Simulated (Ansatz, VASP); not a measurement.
One calculation of Al, two programs

Contents of INCAR:

```
SYSTEM = Al
PREC     = Accurate       ! precision mode
ENCUT    = 600            ! plane-wave cutoff, eV
EDIFF    = 1E-6           ! SCF threshold, eV
ISMEAR   = -1             ! smearing method
SIGMA    = 0.05           ! smearing width, eV
LREAL    = .FALSE.        ! projectors in reciprocal space
LASPH    = .TRUE.         ! aspherical terms in the spheres
NELM     = 100            ! most SCF steps
ALGO     = Normal         ! electronic algorithm
ISIF     = 3              ! what is computed and relaxed
LWAVE    = .FALSE.        ! write WAVECAR
LCHARG   = .FALSE.        ! write CHGCAR
GGA      = RE             ! functional
IVDW     = 12             ! dispersion correction
IBRION   = 2              ! ionic algorithm
NSW      = 60             ! ionic steps
EDIFFG   = -0.01          ! ionic threshold
```

Contents of KPOINTS:

```
Automatic mesh
0
G
  11 11 11
  0 0 0
```

Contents of POSCAR:

```
Al
1.0
    0.0000000000      2.0248050000      2.0248050000
    2.0248050000      0.0000000000      2.0248050000
    2.0248050000      2.0248050000      0.0000000000
Al
1
Direct
    0.0000000000      0.0000000000      0.0000000000
```

The input input.yaml:

```yaml
crystal:
  lattice:
    - [0.0, 2.024805, 2.024805]
    - [2.024805, 0.0, 2.024805]
    - [2.024805, 2.024805, 0.0]
  atoms:
    - { symbol: Al, position: [0.0, 0.0, 0.0] }
hamiltonian:
  xc: revpbe
  pseudopotentials: { kind: paw }
  dispersion: d3bj
kpoints:
  mp_grid: { grid: [11, 11, 11] }
scf:
  occupations: { method: fermi_dirac, width: 0.05 }
output:
  forces: true
  stress: true
  write_density: true
  write_potential: true
  elf: true
  volumetric_format: npy
relax:
  f_tol: 0.01
  max_steps: 40
  cell: { stress_tol: 0.05 }
```

Alike in both runs: task relaxation of cell and atoms; functional revPBE; dispersion D3(BJ); k mesh 11 × 11 × 11; occupations fermi-dirac, width 0.05 eV; no spin polarisation.

|  | VASP | Ansatz |
| --- | --- | --- |
| version | VASP 6.6.1 | Ansatz 0.2.0 |
| potentials or method | VASP PAW PBE potentials, release 64 (Al) | Ansatz PAW |
| plane-wave cutoff (eV) | 600 | 420 |
| valence electrons in the cell | 3 | 3 |

```csv
,VASP,Ansatz,Ansatz less VASP
"gap on the k mesh at the Fermi level, each at its own relaxed structure (eV)",none,none,-
relaxed volume (Å³/atom),15.41,15.46,+0.044
relaxed cell length with the largest relative difference (Å),2.793,2.796,+0.0026
energy change over the relaxation (meV/atom),-23,-22,+1.4
```

A gap of «none» marks a metal or a gap that the smearing closes.

Caveats: pairwise dispersion overbinds metals, which lowers pressure and volume; the PAW data sets were made with another functional, which shifts forces and pressure a little (VASP); the plane-wave basis is chosen anew once the cell has moved, so the energies of steps on either side of that aren't comparable (Ansatz); the PAW data sets come from PBE, with cores solved anew for the run's functional, which leaves a small shift of forces and pressure (Ansatz).
